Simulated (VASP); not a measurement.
# Ta2C (P-3m1) in VASP: a series of runs, part 2 of 2

VASP 6.6.1. The steps go on from the part before.

## Step 3: Single point, r2SCAN

POSCAR reads:

```
Ta2C
1.0
    3.1059007354      0.0000000000      0.0000000000
   -1.5529503677      2.6897889385      0.0000000000
    0.0000000000      0.0000000000      4.9464000000
Ta C
2 1
Direct
    0.3333333333      0.6666666667      0.2520100000
    0.6666666667      0.3333333333      0.7479900000
    0.0000000000      0.0000000000      0.0000000000
```

INCAR.step1 reads:

```
PREC = Accurate
ENCUT = 520
ISMEAR = 0
SIGMA = 0.1
LREAL = False
LASPH = True
NELM = 100
NBANDS = 20
GGA = PE
ALGO = Normal
EDIFF = 1E-4
LWAVE = True
LCHARG = False
```

INCAR.step2 reads:

```
PREC = Accurate
ENCUT = 520
EDIFF = 1E-7
ISMEAR = 0
SIGMA = 0.1
LREAL = False
LASPH = True
NELM = 100
ALGO = Normal
ISIF = 2
LWAVE = False
LCHARG = False
METAGGA = R2SCAN
LMIXTAU = True
NBANDS = 20
ISTART = 1
```

KPOINTS reads:

```
regular mesh
0
Gamma
  6 6 4
```

Potentials or basis: VASP PAW PBE potentials, release 64 (Ta_pv, C).

Command:

```
$ cat potpaw_PBE.64/Ta_pv/POTCAR potpaw_PBE.64/C/POTCAR > POTCAR
$ cp INCAR.step1 INCAR
$ mpirun -np 1 vasp_std > vasp.out
$ cp INCAR.step2 INCAR
$ mpirun -np 1 vasp_std > vasp.out
```

OUTCAR:

```text
PREC = Accurate
   ENCUT = 520
   EDIFF = 1E-7
   ISMEAR = 0
   LREAL = False
   LASPH = True
   NELM = 100
   ISIF = 2
   METAGGA = R2SCAN
   ISTART = 1

 ion  position               nearest neighbor table
   1  0.333  0.667  0.252-   3 2.18   3 2.18   3 2.18   2 3.04   2 3.04   2 3.04   2 3.07   2 3.07
                             2 3.07
   2  0.667  0.333  0.748-   3 2.18   3 2.18   3 2.18   1 3.04   1 3.04   1 3.04   1 3.07   1 3.07
                             1 3.07
   3  0.000  0.000  0.000-   1 2.18   2 2.18   2 2.18   1 2.18   2 2.18   1 2.18

  LATTYP: Found a hexagonal cell.
 ALAT       =     3.1059007354
 C/A-ratio  =     1.5925814832

  Lattice vectors:

 A1 = (   3.1059007354,   0.0000000000,   0.0000000000)
 A2 = (  -1.5529503677,   2.6897889385,   0.0000000000)
 A3 = (   0.0000000000,   0.0000000000,   4.9464000000)

Analysis of symmetry for initial positions (statically):
=====================================================================
 Subroutine PRICEL returns:
 Original cell was already a primitive cell.

 Routine SETGRP: Setting up the symmetry group for a
 hexagonal supercell.

 Subroutine GETGRP returns: Found 12 space group operations
 (whereof 12 operations were pure point group operations)
 out of a pool of 24 trial point group operations.

The static configuration has the point symmetry D_3d.

Analysis of symmetry for dynamics (positions and initial velocities):
=====================================================================
 Subroutine PRICEL returns:
 Original cell was already a primitive cell.

 Routine SETGRP: Setting up the symmetry group for a
 hexagonal supercell.

 Subroutine GETGRP returns: Found 12 space group operations
 (whereof 12 operations were pure point group operations)
 out of a pool of 24 trial point group operations.

The dynamic configuration has the point symmetry D_3d.

 Subroutine INISYM returns: Found 12 space group operations
 (whereof 12 operations are pure point group operations),
 and found     1 'primitive' translations

----------------------------------------------------------------------------------------

                                     Primitive cell

  volume of cell :      41.3233

  direct lattice vectors                    reciprocal lattice vectors
     3.105900735  0.000000000  0.000000000     0.321967791  0.185888191  0.000000000
    -1.552950368  2.689788939  0.000000000     0.000000000  0.371776382  0.000000000
     0.000000000  0.000000000  4.946400000     0.000000000  0.000000000  0.202167233

  length of vectors
     3.105900735  3.105900735  4.946400000     0.371776382  0.371776382  0.202167233

  position of ions in fractional coordinates (direct lattice)
     0.333333333  0.666666667  0.252010000
     0.666666667  0.333333333  0.747990000
     0.000000000  0.000000000  0.000000000

  ion indices of the primitive-cell ions
   primitive index   ion index
                 1           1
                 2           2
                 3           3

----------------------------------------------------------------------------------------

 KPOINTS: regular mesh

Automatic generation of k-mesh.
 Grid dimensions read from file:
 generate k-points for:    6    6    4

 Generating k-lattice:

  Cartesian coordinates                     Fractional coordinates (reciprocal lattice)
     0.053661299  0.030981365  0.000000000     0.166666667 -0.000000000  0.000000000
     0.000000000  0.061962730  0.000000000     0.000000000  0.166666667  0.000000000
     0.000000000  0.000000000  0.050541808     0.000000000  0.000000000  0.250000000

  Length of vectors
     0.061962730  0.061962730  0.050541808

  Shift w.r.t. Gamma in fractional coordinates (k-lattice)
     0.000000000  0.000000000  0.000000000

 Subroutine IBZKPT returns following result:
 ===========================================

 Found     24 irreducible k-points:

 Following reciprocal coordinates:
            Coordinates               Weight
  0.000000  0.000000  0.000000      1.000000
  0.166667  0.000000  0.000000      6.000000
  0.333333  0.000000  0.000000      6.000000
  0.500000 -0.000000  0.000000      3.000000
  0.166667  0.166667  0.000000      6.000000
  0.333333  0.166667  0.000000     12.000000
[... 16 lines left out ...]
  0.333333  0.166667  0.500000     12.000000
  0.333333  0.333333  0.500000      2.000000
   k-points           NKPTS =     24   k-points in BZ     NKDIM =     24   number of bands    NBANDS=     20
   number of dos      NEDOS =    301   number of ions     NIONS =      3
   total plane-waves  NPLWV =  23040
   dimension x,y,z NGX =    24 NGY =   24 NGZ =   40
   dimension x,y,z NGXF=    48 NGYF=   48 NGZF=   80
   ions per type =               2   1
   NGX,Y,Z   is equivalent  to a cutoff of  12.85, 12.85, 13.44 a.u.
   NGXF,Y,Z  is equivalent  to a cutoff of  25.69, 25.69, 26.89 a.u.
 SYSTEM =  unknown system
   PREC   = accura    normal or accurate (medium, high low for compatibility)
   ISTART =      1    job   : 0-new  1-cont  2-samecut
   ICHARG =      0    charge: 1-file 2-atom 10-const
   ISPIN  =      1    spin polarized calculation?
   LNONCOLLINEAR =      F non collinear calculations
   LSORBIT =      F    spin-orbit coupling
   LASPH  =      T    aspherical Exc in radial PAW
   ENCUT  =  520.0 eV  38.22 Ry    6.18 a.u.   5.77  5.77  9.20*2*pi/ulx,y,z
   NELM   =    100;   NELMIN=  2; NELMDL=  0     # of ELM steps
   EDIFF  = 0.1E-06   stopping-criterion for ELM
   LREAL  =      F    real-space projection
   EDIFFG = 0.1E-05   stopping-criterion for IOM
   NSW    =      0    number of steps for IOM
   IBRION =     -1    ionic relax: 0-MD 1-quasi-New 2-CG
   NFREE  =      0    steps in history (QN), initial steepest desc. (CG)
   ISIF   =      2    stress and relaxation
   ISYM   =      2    0-nonsym 1-usesym 2-fastsym
   POTIM  = 0.5000    time-step for ionic-motion
   TEBEG  =    0.0;   TEEND  =   0.0 temperature during run
   PSTRESS=    0.0 pullay stress
   NELECT =      26.0000    total number of electrons
   NUPDOWN=      -1.0000    fix difference up-down
   EMIN   =  10.00;   EMAX   =-10.00  energy-range for DOS
   EFERMI =   0.00;   METHOD = LEGACY
   ISMEAR =     0;   SIGMA  =   0.10  broadening in eV -4-tet -1-fermi 0-gaus
   EFERMI_NEDOS =   21; number of points for ismear=-14 and -15
   IALGO  =     38    algorithm
   IMIX   =      4    mixing-type and parameters
     AMIX     =   0.40;   BMIX     =  1.00
     AMIX_MAG =   1.60;   BMIX_MAG =  1.00
  volume/ion in A,a.u.               =      13.77        92.95
  Fermi-wavevector in a.u.,A,eV,Ry     =   1.402817  2.650939 26.774835  1.967895
  Thomas-Fermi vector in A             =   2.525541
   LORBIT       =      0    0 simple, 1 ext, 2 COOP (PROOUT), +10 PAW based schemes
   METAGGA = R2SCAN    functional components
   LHFCALC =     F    Hartree Fock is set to
   AEXX    =    0.0000 exact exchange contribution
   IVDW    =     0    specifies the selected vdW correction
   LEPSILON=     F    determine dielectric tensor
   LRPA    =     F    only Hartree local field effects (RPA)
 non-spin polarized calculation
 Gauss-broadening in eV      SIGMA  =   0.10
  energy-cutoff  :      520.00
  volume of cell :       41.32
 maximum number of plane-waves:      1132
 NGX is ok and might be reduce to    24
   NGX = 11   NGY = 11   NGZ = 19

 number of electron      26.0000001 magnetization

 Free energy of the ion-electron system (eV)
  ---------------------------------------------------
  ext. energy  EPLUGINS =         0.00000000
  ---------------------------------------------------
  free energy    TOTEN  =      -109.16770941 eV

  energy without entropy =     -109.16411850  energy(sigma->0) =     -109.16591396

 E-fermi :   6.6382     XC(G=0): -13.8629

 val. band max:        6.5806419432   @ k =   0.0000   0.0000   0.0000
 cond. band min:       6.6826744220   @ k =   0.0000   0.0000   0.2500
 fundamental gap:      0.1020324787
 Fermi energy:         6.6382497192

 k-point     1 :       0.0000    0.0000    0.0000
  band No.  band energies     occupation
      1     -29.6390      2.00000
      2     -28.9280      2.00000
      3     -28.9280      2.00000
      4     -28.8148      2.00000
      5     -28.8148      2.00000
      6     -28.7264      2.00000
[... 12 lines left out ...]
     19       9.5212      0.00000
[... 513 lines left out ...]
      4     -29.2940      2.00000
      5     -28.8875      2.00000
      6     -28.8875      2.00000
[... 12 lines left out ...]
     19      14.2625      0.00000
     20      14.6361      0.00000

------------------------ aborting loop because EDIFF is reached ----------------------------------------

  FORCE on cell =-STRESS in cart. coord.  units (eV):
  Direction    XX          YY          ZZ          XY          YZ          ZX
  --------------------------------------------------------------------------------------
  -------------------------------------------------------------------------------------
  Total        0.4948213      0.4948213      0.3898034      0.0000000      0.0000000     -0.0000000
  in kB       19.1850938     19.1850938     15.1133645      0.0000000      0.0000000     -0.0000000
  external PRESSURE =      17.8278507 kB  Pullay stress =       0.0000000 kB

 VOLUME and BASIS-vectors are now :
 -----------------------------------------------------------------------------
  energy-cutoff  :      520.00
  volume of cell :       41.32
      direct lattice vectors                 reciprocal lattice vectors
     3.105900735  0.000000000  0.000000000     0.321967791  0.185888191  0.000000000
    -1.552950368  2.689788939  0.000000000     0.000000000  0.371776382  0.000000000
     0.000000000  0.000000000  4.946400000     0.000000000  0.000000000  0.202167233

 POSITION                                       TOTAL-FORCE (eV/Angst)
 -----------------------------------------------------------------------------------
     -0.00000      1.79319      1.24654        -0.000000      0.000000      0.499127
      1.55295      0.89660      3.69986        -0.000000     -0.000000     -0.499127
      0.00000      0.00000      0.00000         0.000000      0.000000      0.000000
 -----------------------------------------------------------------------------------
    total drift:                               -0.000000      0.000000     -0.000000

  FREE ENERGIE OF THE ION-ELECTRON SYSTEM (eV)
  ---------------------------------------------------
  free  energy   TOTEN  =      -109.1677094079 eV

  energy  without entropy=     -109.1641185039  energy(sigma->0) =     -109.16591396
```

OSZICAR.step1:

```text
N       E                     dE             d eps       ncg     rms          rms(c)
DAV:   1     0.202284458842E+03    0.20228E+03   -0.14922E+04   960   0.136E+03
DAV:   2    -0.306264579971E+02   -0.23291E+03   -0.22714E+03  1088   0.381E+02
DAV:   3    -0.386850532155E+02   -0.80586E+01   -0.79737E+01  1248   0.639E+01
DAV:   4    -0.387712963811E+02   -0.86243E-01   -0.86089E-01  1184   0.646E+00
DAV:   5    -0.387719685864E+02   -0.67221E-03   -0.67214E-03  1216   0.559E-01    0.279E+01
DAV:   6    -0.348952759165E+02    0.38767E+01   -0.19075E+01  1196   0.246E+01    0.118E+01
DAV:   7    -0.347089238807E+02    0.18635E+00   -0.14275E+00  1060   0.744E+00    0.582E+00
DAV:   8    -0.346723406718E+02    0.36583E-01   -0.18697E-01  1128   0.294E+00    0.576E-01
DAV:   9    -0.346678929113E+02    0.44478E-02   -0.27270E-02  1156   0.990E-01    0.206E-01
DAV:  10    -0.346676978167E+02    0.19509E-03   -0.40970E-03  1208   0.480E-01    0.634E-02
DAV:  11    -0.346676232683E+02    0.74548E-04   -0.47065E-04  1088   0.134E-01
   1 F= -.34667623E+02 E0= -.34666232E+02  d E =-.278192E-02
```

Run time: 66 s. Hardware: 1 thread of Intel Xeon Platinum 8488C (Sapphire Rapids), shared host; peak memory 0.17 GiB.

What came out:

* Free energy: -109.1677 eV
* Pressure: 1.8 GPa
* Largest force: 0.499 eV/Å
* Band gap on the k mesh: none (metal or under the smearing width)

Forces in eV/Å, atoms in the order of the input:
```
Ta   0.000  0.000  0.499
Ta   0.000  0.000 -0.499
C    0.000  0.000  0.000
```

Caveat: the k mesh is coarse (spacing up to 0.39 Å⁻¹), so the values aren't converged; the PAW data sets were made with another functional, which shifts forces and pressure a little.

## Step 4: Single point, r2SCAN

POSCAR is that of step 3.

INCAR.step1 reads:

```
SYSTEM = Ta2C
PREC     = Accurate       ! precision mode
ENCUT    = 520            ! plane-wave cutoff, eV
ISMEAR   = 0              ! smearing method
SIGMA    = 0.1            ! smearing width, eV
LREAL    = .False.        ! projectors in reciprocal space
LASPH    = .True.         ! aspherical terms in the spheres
NELM     = 100            ! most SCF steps
NBANDS   = 20             ! bands
GGA      = PE             ! functional
ALGO     = Normal         ! electronic algorithm
EDIFF    = 1E-4           ! SCF threshold, eV
LWAVE    = .True.         ! write WAVECAR
LCHARG   = .False.        ! write CHGCAR
ISYM     = 0
```

INCAR.step2 reads:

```
SYSTEM = Ta2C
PREC     = Accurate       ! precision mode
ENCUT    = 520            ! plane-wave cutoff, eV
EDIFF    = 1E-6           ! SCF threshold, eV
ISMEAR   = 0              ! smearing method
SIGMA    = 0.1            ! smearing width, eV
LREAL    = .False.        ! projectors in reciprocal space
LASPH    = .True.         ! aspherical terms in the spheres
NELM     = 100            ! most SCF steps
ALGO     = Normal         ! electronic algorithm
ISIF     = 2              ! what is computed and relaxed
LWAVE    = .False.        ! write WAVECAR
LCHARG   = .False.        ! write CHGCAR
METAGGA  = R2SCAN         ! meta-GGA
LMIXTAU  = .True.       
NBANDS   = 20             ! bands
ISTART   = 1            
ISYM     = 0
```

KPOINTS reads:

```
Automatic mesh
0
Gamma
  6 6 4
  0.5 0.5 0.5
```

Potentials or basis: VASP PAW PBE potentials, release 64 (Ta_pv, C).

Command:

```
$ cat potpaw_PBE.64/Ta_pv/POTCAR potpaw_PBE.64/C/POTCAR > POTCAR
$ cp INCAR.step1 INCAR
$ mpirun -np 1 vasp_std > vasp.out
$ cp INCAR.step2 INCAR
$ mpirun -np 1 vasp_std > vasp.out
```

OUTCAR:

```text
SYSTEM = Ta2C
   PREC = Accurate
   ENCUT = 520
   EDIFF = 1E-6
   ISMEAR = 0
   LREAL = .False.
   LASPH = .True.
   NELM = 100
   ISIF = 2
   METAGGA = R2SCAN
   ISTART = 1
   ISYM = 0

 ion  position               nearest neighbor table
   1  0.333  0.667  0.252-   3 2.18   3 2.18   3 2.18   2 3.04   2 3.04   2 3.04   2 3.07   2 3.07
                             2 3.07
   2  0.667  0.333  0.748-   3 2.18   3 2.18   3 2.18   1 3.04   1 3.04   1 3.04   1 3.07   1 3.07
                             1 3.07
   3  0.000  0.000  0.000-   1 2.18   2 2.18   2 2.18   1 2.18   2 2.18   1 2.18

[... 706 lines left out ...]

 [... further k-points ...]
[... 5 lines left out ...]
  --------------------------------------------------------------------------------------
  -------------------------------------------------------------------------------------
  Total        0.5936874      0.5937005      0.3139129      0.0000114      0.0000106     -0.0000184
  in kB       23.0183076     23.0188171     12.1709582      0.0004415      0.0004100     -0.0007117
  external PRESSURE =      19.4026943 kB  Pullay stress =       0.0000000 kB

 VOLUME and BASIS-vectors are now :
 -----------------------------------------------------------------------------
  energy-cutoff  :      520.00
  volume of cell :       41.32
      direct lattice vectors                 reciprocal lattice vectors
     3.105900735  0.000000000  0.000000000     0.321967791  0.185888191  0.000000000
    -1.552950368  2.689788939  0.000000000     0.000000000  0.371776382  0.000000000
     0.000000000  0.000000000  4.946400000     0.000000000  0.000000000  0.202167233

 POSITION                                       TOTAL-FORCE (eV/Angst)
 -----------------------------------------------------------------------------------
     -0.00000      1.79319      1.24654        -0.000003      0.000002      0.116531
      1.55295      0.89660      3.69986         0.000003     -0.000002     -0.116432
      0.00000      0.00000      0.00000         0.000001     -0.000000     -0.000098
 -----------------------------------------------------------------------------------
    total drift:                               -0.000004      0.000003     -0.000164

  FREE ENERGIE OF THE ION-ELECTRON SYSTEM (eV)
  ---------------------------------------------------
  free  energy   TOTEN  =      -109.1610920443 eV

  energy  without entropy=     -109.1580817696  energy(sigma->0) =     -109.15958691
```

OUTCAR.step1:

```text
SYSTEM = Ta2C
   PREC = Accurate
   ENCUT = 520
   ISMEAR = 0
   LREAL = .False.
   LASPH = .True.
   NELM = 100
[... 741 lines left out ...]
     -0.00000      1.79319      1.24654        -0.000002     -0.000001      0.115521
      1.55295      0.89660      3.69986        -0.000003      0.000000     -0.115828
      0.00000      0.00000      0.00000         0.000005      0.000001      0.000307
 -----------------------------------------------------------------------------------
    total drift:                                0.000010      0.000001      0.000647

  FREE ENERGIE OF THE ION-ELECTRON SYSTEM (eV)
  ---------------------------------------------------
  free  energy   TOTEN  =       -34.6642035516 eV

  energy  without entropy=      -34.6612727577  energy(sigma->0) =      -34.66273815
```

OSZICAR.step1:

```text
N       E                     dE             d eps       ncg     rms          rms(c)
DAV:   1     0.200780608342E+03    0.20078E+03   -0.14869E+04  8640   0.136E+03
DAV:   2    -0.304538195359E+02   -0.23123E+03   -0.22577E+03  9752   0.380E+02
DAV:   3    -0.386793386676E+02   -0.82255E+01   -0.81227E+01 11052   0.644E+01
DAV:   4    -0.387773164947E+02   -0.97978E-01   -0.97518E-01 10628   0.684E+00
DAV:   5    -0.387781984924E+02   -0.88200E-03   -0.88174E-03 10720   0.608E-01    0.279E+01
DAV:   6    -0.348856339561E+02    0.38926E+01   -0.18883E+01 10696   0.246E+01    0.117E+01
DAV:   7    -0.347062893731E+02    0.17934E+00   -0.14330E+00  9856   0.745E+00    0.581E+00
DAV:   8    -0.346689973465E+02    0.37292E-01   -0.19082E-01 10320   0.297E+00    0.563E-01
DAV:   9    -0.346644661880E+02    0.45312E-02   -0.27174E-02 10752   0.986E-01    0.207E-01
DAV:  10    -0.346642795357E+02    0.18665E-03   -0.40572E-03 11112   0.486E-01    0.634E-02
DAV:  11    -0.346642035516E+02    0.75984E-04   -0.47962E-04 10008   0.138E-01
   1 F= -.34664204E+02 E0= -.34662738E+02  d E =-.293079E-02
```

It took 5.2 min on 1 thread of Intel Xeon Platinum 8488C (Sapphire Rapids), shared host; peak memory 0.28 GiB.

What came out:

```yaml
Free_energy: -109.1611 eV
Pressure: 1.9 GPa
Largest_force: 0.117 eV/Å
Band_gap_on_the_k_mesh: none (metal or under the smearing width)
```

Forces on the atoms (eV/Å):
```
Ta   0.000  0.000  0.117
Ta   0.000  0.000 -0.116
C    0.000  0.000  0.000
```

Stress tensor (GPa, compression positive):
```
2.30 0.00 0.00
0.00 2.30 0.00
0.00 0.00 1.22
```

Caveat: the k mesh is coarse (spacing up to 0.39 Å⁻¹), so the values aren't converged; the PAW data sets were made with another functional, which shifts forces and pressure a little.

## Step 5: Overview

| k mesh | mesh quality | gap on the mesh (eV) | pressure (GPa) | largest force (eV/Å) |
| --- | --- | --- | --- | --- |
| 15 × 15 × 8 | not flagged | none | 1.9 | 0.31 |
| 6 × 6 × 4 | coarse | none | 1.8 | 0.50 |
| 6 × 6 × 4, shifted | coarse | none | 1.9 | 0.12 |

Alike in all rows: task single point; level r2SCAN; potentials or basis VASP PAW PBE potentials, release 64 (Ta_pv, C); no spin polarisation; cell as given; cutoff (eV) 520; smearing gaussian 0.1 eV.

Caveats: some runs use coarse meshes; the PAW data sets were made with another functional, which shifts forces and pressure a little.

Total energies depend on the potentials used, so only differences within one code and one set of settings carry meaning.
